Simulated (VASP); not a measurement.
The system is KTaO3.

```
K Ta O
1.0
     3.98907    0.00000    0.00000
     0.00000    3.98907    0.00000
     0.00000    0.00000    3.98907
K Ta O
1 1 3
Cartesian
  1.9945 1.9945 1.9945
  0.0000 0.0000 0.0000
  1.9945 0.0000 0.0000
  0.0000 1.9945 0.0000
  0.0000 0.0000 1.9945
```

Base run:

```yaml
Program: VASP 6.6.1
Functional: PBE0
Potentials_or_basis: VASP PAW PBE potentials, release 64 (K_sv, Ta_pv, O)
Cutoff: 520 eV
k_mesh: 4 × 4 × 4
Occupations: gaussian, width 0.03 eV
Spin: no spin polarisation
```

Its results: band gap on the k mesh 4.23 eV, indirect (least direct gap 4.89 eV); pressure -0.2 GPa.

**Question.** After a change of settings the same cell gave: band gap on the k mesh 2.16 eV, indirect (least direct gap 2.78 eV); pressure 6.0 GPa. Which change was it?
A. functional from PBE0 to HSE06
B. functional from PBE0 to PBE
C. functional from PBE0 to PBE-EpsX

**Answer.** B.

PBE0 gives the wider gap, since exact exchange removes part of the self-interaction.

Caveats: spin-orbit coupling is left out, which moves the levels of the heavy elements; the PAW data sets were made with another functional, which shifts forces and pressure a little (some runs).
